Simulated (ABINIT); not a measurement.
# Ge (I4_1/amd) in ABINIT: notebook

One crystal, Ge, is run at these levels: LDA, PBEsol; tasks: optical spectrum, positron lifetime.

All numbers are computed with ABINIT 10.8.3 (patched build); they aren't measurements. Logs are shortened: lines on timing, memory, paths and dates and some standing lists are left out, and cuts for length are marked. The log counts tension as positive stress, the text compression.

## (1) The crystal as given

The structure is tetragonal, space group I4_1/amd (No. 141). The conventional cell has a = 5.149 Å, b = 5.149 Å, c = 2.795 Å, α = 90.00°, β = 90.00°, γ = 90.00°. Ge (site symmetry -4m2) is surrounded by 6 Ge at 2.67 to 2.79 Å.

This isn't the form of Ge at room conditions, which is diamond.

## (2) Optical spectrum, LDA

Contents of run.abi:

```
ndtset 3

pp_dirpath "./"
pseudos "Ge.hgh"

acell 3*1.0 Angstrom
rprim
    -2.5744897190     2.5744897190     1.3974126432
     2.5744897190    -2.5744897190     1.3974126432
     2.5744897190     2.5744897190    -1.3974126432
ntypat 1
znucl 32
natom 2
typat 1 1
xred
            1/2            1/2            0.0
            1/4            3/4            1/2

ecut 14.0

ngkpt 12 12 12
nshiftk 1
shiftk 0.0 0.0 0.0
istwfk *1

ixc 7

occopt 3
tsmear 0.05 eV

nstep 80

iomode 3
prteig 0
prtebands 0

nband1 8
tolvrs1 1.0e-12
prtden1 1
prtwf1 0
kptopt1 1

iscf2 -3
getden2 1
nband2 16
nbdbuf2 4
tolwfr2 1.0e-12
nstep2 120
prtden2 0
kptopt2 1

optdriver3 8
wfk_task3 "wfk_optics_fullbz"
getwfk3 2
nband3 12
kptopt3 1
prtevk3 1
inclvkb3 2
```

Contents of optic.abi:

```
&FILES
 ddkfile_1 = 'runo_DS3_1_EVK.nc',
 ddkfile_2 = 'runo_DS3_2_EVK.nc',
 ddkfile_3 = 'runo_DS3_3_EVK.nc',
 wfkfile = 'runo_DS3_WFK.nc'
/
&PARAMETERS
 broadening = 0.001837,
 domega = 0.002,
 maxomega = 0.8,
 scissor = 0.000000,
 tolerance = 0.002
/
&COMPUTATIONS
 num_lin_comp = 2,
 lin_comp = 11,33,
 num_nonlin_comp = 0
/
```

Potentials or basis: HGH LDA.

On the command line:

```
$ abinit run.abi > log 2>&1
$ optic optic.abi > optic.log 2>&1
```

run.abo:

```text
.Version 10.8.3 of ABINIT
 DATASET    1 : space group I4_1/a m d (#141); Bravais tI (body-center tetrag.)
================================================================================
 Values of the parameters that define the memory need for DATASET  1.
     intxc =       0    ionmov =       0      iscf =       7    lmnmax =       6
     lnmax =       6     mgfft =      27  mpssoang =       3    mqgrid =    3001
     natom =       2  nloc_mem =       1    nspden =       1   nspinor =       1
    nsppol =       1      nsym =      16    n1xccc =       0    ntypat =       1
    occopt =       3   xclevel =       1
       mpw =         640          nfft =       19683          nkpt =         163
================================================================================
================================================================================
[... 13 lines left out ...]
 DATASET    3 : space group I4_1/a m d (#141); Bravais tI (body-center tetrag.)
================================================================================
 Values of the parameters that define the memory need for DATASET  3.
     intxc =       0    ionmov =       0      iscf =       7    lmnmax =       6
     lnmax =       6     mgfft =      27  mpssoang =       3    mqgrid =    3001
     natom =       2  nloc_mem =       1    nspden =       1   nspinor =       1
    nsppol =       1      nsym =      16    n1xccc =       0    ntypat =       1
    occopt =       3   xclevel =       1
       mpw =         640          nfft =       19683          nkpt =         163
================================================================================
================================================================================

--------------------------------------------------------------------------------
------------- Echo of variables that govern the present computation ------------
--------------------------------------------------------------------------------
 -outvars: echo values of preprocessed input variables --------
            acell      1.8897261259E+00  1.8897261259E+00  1.8897261259E+00 Bohr
              amu      7.26100000E+01
             ecut      1.40000000E+01 Hartree
           getden1          0
           getden2          1
           getden3          0
           getwfk1          0
           getwfk2          0
           getwfk3          2
             iscf1          7
             iscf2         -3
             iscf3          7
                       outvar_i_n : Printing only first  50 k-points.
              ixc           7
           jdtset        1    2    3
                       outvar_i_n : Printing only first  50 k-points.
         kptrlatt       12    0    0      0   12    0      0    0   12
          kptrlen      6.33774523E+01
            natom           2
            nband1          8
            nband2         16
            nband3         12
           nbdbuf1          0
           nbdbuf2          4
           nbdbuf3          0
           ndtset           3
            ngfft          27      27      27
             nkpt         163
            nstep1         80
            nstep2        120
            nstep3         80
             nsym          16
           ntypat           1
                       prtocc : prtvol=0, do not print more k-points.
                       prtocc : prtvol=0, do not print more k-points.
                       prtocc : prtvol=0, do not print more k-points.
           occopt           3
        optdriver1          0
        optdriver2          0
        optdriver3          8
           prtden1          1
           prtden2          0
           prtden3          1
        prtebands           0
           prteig           0
           prtevk1          0
           prtevk2          0
           prtevk3          1
            prtwf1          0
            prtwf2          1
            prtwf3          1
            rprim     -2.5744897190E+00  2.5744897190E+00  1.3974126432E+00
                       2.5744897190E+00 -2.5744897190E+00  1.3974126432E+00
                       2.5744897190E+00  2.5744897190E+00 -1.3974126432E+00
          spgroup         141
           tolvrs1     1.00000000E-12
           tolvrs2     0.00000000E+00
           tolvrs3     0.00000000E+00
           tolwfr1     0.00000000E+00
           tolwfr2     1.00000000E-12
           tolwfr3     0.00000000E+00
           tsmear      1.83746611E-03 Hartree
            typat      1  1
         wfk_task1          0
[... 203 lines left out ...]
         ecut(hartree)=     14.000   => boxcut(ratio)=   2.09795
--------------------------------------------------------------------------------

================================================================================

--- !BeginCycle
iteration_state: {dtset: 2, }
solver: {iscf: -3, nstep: 120, nline: 4, wfoptalg: 0, }
tolerances: {tolwfr: 1.00E-12, }
...

     iter   Etot(hartree)      deltaE(h)  residm     vres2
 Non-SCF case, kpt    1 (  0.00000  0.00000  0.00000), residuals and eigenvalues=
  1.94E-13  4.29E-13  1.55E-13  4.10E-13  2.62E-13  2.58E-13  1.34E-13  5.65E-14
  3.93E-13  8.12E-13  3.48E-13  3.24E-13  1.91E-13  2.04E-12  3.01E-09  2.08E-13
 -2.7240E-01  6.2355E-02  1.3118E-01  1.3118E-01  3.3945E-01  4.9462E-01
  4.9462E-01  5.1263E-01  5.2059E-01  6.3864E-01  6.7470E-01  7.1887E-01
  7.6207E-01  7.6207E-01  7.6390E-01  7.7703E-01
 prteigrs : prtvol=0 or 1, do not print more k-points.

--- !ResultsGS
iteration_state: {dtset: 2, }
comment   : Summary of ground state results
lattice_vectors:
- [ -4.8650805,   4.8650805,   2.6407272, ]
- [  4.8650805,  -4.8650805,   2.6407272, ]
- [  4.8650805,   4.8650805,  -2.6407272, ]
lattice_lengths: [   7.36963,    7.36963,    7.36963, ]
lattice_angles: [ 97.377,  97.377, 138.005, ] # degrees, (23, 13, 12)
lattice_volume:   2.5001357E+02
convergence: {deltae:  0.000E+00, res2:  0.000E+00, residm:  9.998E-13, diffor:  0.000E+00, }
etotal    :  -7.97408723E+00
entropy   :   0.00000000E+00
fermie    :   2.15770085E-01
cartesian_stress_tensor: null
pressure_GPa: null
xred      :
- [  5.0000E-01,   5.0000E-01,  -1.7460E-18, Ge]
- [  2.5000E-01,   7.5000E-01,   5.0000E-01, Ge]
cartesian_forces: null
force_length_stats: {min: null, max: null, mean: null, }
...

 Integrated electronic density in atomic spheres:
 ------------------------------------------------
 Atom  Sphere_radius  Integrated_density
    1        2.00000          1.61117257
    2        2.00000          1.61791100
================================================================================

 ----iterations are completed or convergence reached----

 Mean square residual over all n,k,spin=   37.640E-14; max=  99.980E-14
 reduced coordinates (array xred) for    2 atoms
       0.500000000000      0.500000000000     -0.000000000000
       0.250000000000      0.750000000000      0.500000000000

 cartesian coordinates (angstrom) at end:
    1     -0.00000000000000    -0.00000000000000     1.39741264320000
    2      2.57448971900000     0.00000000000000     0.69870632160000
 length scales=  1.889726125908  1.889726125908  1.889726125908 bohr
              =  1.000000000000  1.000000000000  1.000000000000 angstroms
 Eigenvalues (hartree) for nkpt= 163  k points:
 kpt#   1, nband= 16, wtk=  0.00058, kpt=  0.0000  0.0000  0.0000 (reduced coord)
  -0.27240    0.06235    0.13118    0.13118    0.33945    0.49462    0.49462    0.51263
   0.52059    0.63864    0.67470    0.71887    0.76207    0.76207    0.76390    0.77703
      occupation numbers for kpt#   1
   2.00000    2.00000    2.00000    2.00000    0.00000    0.00000    0.00000    0.00000
   0.00000    0.00000    0.00000    0.00000    0.00000    0.00000    0.00000    0.00000
 prteigrs : prtvol=0 or 1, do not print more k-points.

--- !EnergyTerms
iteration_state     : {dtset: 2, }
comment             : Components of total free energy in Hartree
kinetic             :  3.01914551295474E+00
hartree             :  1.36456961461080E-01
xc                  : -2.32830649283604E+00
Ewald energy        : -9.14623954899967E+00
psp_core            :  4.69011807903795E-01
local_psp           : -8.74877083268185E-01
non_local_psp       :  7.50957709799280E-01
internal            : -7.97385113298500E+00
'-kT*entropy'       : -2.36092045349988E-04
total_energy        : -7.97408722503035E+00
...

--- !EnergyTermsDC
iteration_state     : {dtset: 2, }
comment             : '"Double-counting" decomposition of free energy'
band_energy         :  1.31813610621944E-01
Ewald energy        : -9.14623954899967E+00
psp_core            :  4.69011807903795E-01
xc_dc               :  5.71562997370930E-01
internal            : -7.97385113310300E+00
'-kT*entropy'       : -2.36092045349988E-04
total_energy_dc     : -7.97408722514835E+00
...

================================================================================
== DATASET  3 ==================================================================

--- !DatasetInfo
iteration_state: {dtset: 3, }
dimensions: {natom: 2, nkpt: 163, mband: 12, nsppol: 1, nspinor: 1, nspden: 1, mpw: 640, }
cutoff_energies: {ecut:  14.0, pawecutdg:  -1.0, }
electrons: {nelect:   8.00000000E+00, charge:   0.00000000E+00, occopt:   3.00000000E+00, tsmear:   1.83746611E-03, }
meta: {optdriver: 8, wfk_task: 7, }
...

 mkfilename : getwfk/=0, take file _WFK from output of DATASET   2.

 Exchange-correlation functional for the present dataset will be:
  LDA: Perdew-Wang 92 LSD fit to Ceperley-Alder data - ixc=7
  J.P.Perdew and Y.Wang, PRB 45, 13244 (1992)

--------------------------------------------------------------------------------

 Computation of velocity matrix elements (DDK)

 Parameters extracted from the Abinit header:
    ecut:     14.0
    nkpt:    1728
    mband:   16
    nsppol:  1
    nspinor: 1
    useylm:  0
    inclvkb: 2
    bmin: 1, bmax: 16
    Computing diagonal and off-diagonal matrix elements
    Between band index bmin: 1, bmax: 16

== END DATASET(S) ==============================================================
================================================================================

 -outvars: echo values of variables after computation  --------
            acell      1.8897261259E+00  1.8897261259E+00  1.8897261259E+00 Bohr
           etotal1    -7.9740872251E+00
           etotal2    -7.9740872251E+00
           etotal3     0.0000000000E+00
            fcart1    -0.0000000000E+00 -0.0000000000E+00 -0.0000000000E+00
                      -0.0000000000E+00 -0.0000000000E+00 -0.0000000000E+00
            fcart3     0.0000000000E+00  0.0000000000E+00  0.0000000000E+00
                       0.0000000000E+00  0.0000000000E+00  0.0000000000E+00
            rprim     -2.5744897190E+00  2.5744897190E+00  1.3974126432E+00
                       2.5744897190E+00 -2.5744897190E+00  1.3974126432E+00
                       2.5744897190E+00  2.5744897190E+00 -1.3974126432E+00
           strten1     1.5156242081E-04  1.5156242081E-04  1.0287402912E-04
                       0.0000000000E+00  0.0000000000E+00  0.0000000000E+00
           strten3     0.0000000000E+00  0.0000000000E+00  0.0000000000E+00
                       0.0000000000E+00  0.0000000000E+00  0.0000000000E+00
           xangst     -4.4950674966E-18 -4.4950674966E-18  1.3974126432E+00
                       2.5744897190E+00  9.2089001166E-17  6.9870632160E-01
             xred      5.0000000000E-01  5.0000000000E-01 -1.7460032811E-18
                       2.5000000000E-01  7.5000000000E-01  5.0000000000E-01
 Calculation completed.
```

It took 57 s on 1 thread of Arm Neoverse V1, shared host; peak memory 0.39 GiB.

What came out:

```
Free energy            : -216.9860 eV
Pressure               : -4.0 GPa
Band gap on the k mesh : none (metal or under the smearing width)
```

Dielectric function (mean over the directions given):
| energy (eV) | real part | imaginary part |
| --- | --- | --- |
| 0.33 | 33.92 | 32.20 |
| 0.76 | 57.70 | 28.88 |
| 1.31 | 19.86 | 108.65 |
| 1.74 | -17.84 | 45.18 |
| 2.29 | -30.04 | 20.96 |
| 2.83 | -11.88 | 8.95 |
| 3.27 | -6.60 | 8.30 |
| 3.81 | -3.94 | 10.38 |
| 4.25 | -6.60 | 9.14 |
| 4.79 | -6.97 | 7.72 |
| 5.33 | -2.87 | 4.46 |
| 5.77 | -5.51 | 3.73 |
| 6.31 | -4.42 | 2.01 |
| 6.75 | -2.09 | 2.60 |
| 7.29 | -2.64 | 1.01 |
| 7.84 | -1.85 | 1.35 |
| 8.27 | -2.20 | 0.93 |
| 8.82 | -1.22 | 0.75 |
| 9.36 | -1.14 | 1.03 |
| 9.80 | -1.02 | 0.62 |
| 10.34 | -0.78 | 0.60 |
| 10.78 | -0.55 | 0.67 |
| 11.32 | -0.50 | 0.45 |
| 11.86 | -0.41 | 0.46 |
| 12.30 | -0.32 | 0.40 |
| 12.84 | -0.21 | 0.45 |
| 13.28 | -0.18 | 0.30 |
| 13.82 | -0.15 | 0.29 |
| 14.37 | -0.02 | 0.25 |
| 14.80 | 0.01 | 0.22 |
| 15.35 | 0.07 | 0.23 |
| 15.89 | 0.16 | 0.22 |
| 16.33 | 0.21 | 0.14 |
| 16.87 | 0.26 | 0.14 |
| 17.31 | 0.26 | 0.11 |
| 17.85 | 0.33 | 0.10 |
| 18.39 | 0.37 | 0.08 |
| 18.83 | 0.38 | 0.11 |
| 19.38 | 0.43 | 0.07 |
| 19.92 | 0.46 | 0.06 |

Caveat: the intraband (Drude) term is left out; spectra need much finer meshes, so this one isn't converged; independent-particle spectra lack excitons; HGH potentials are hard and often keep d shells in the core, so these values are rough.

(Part 1 of 2 ends here.)
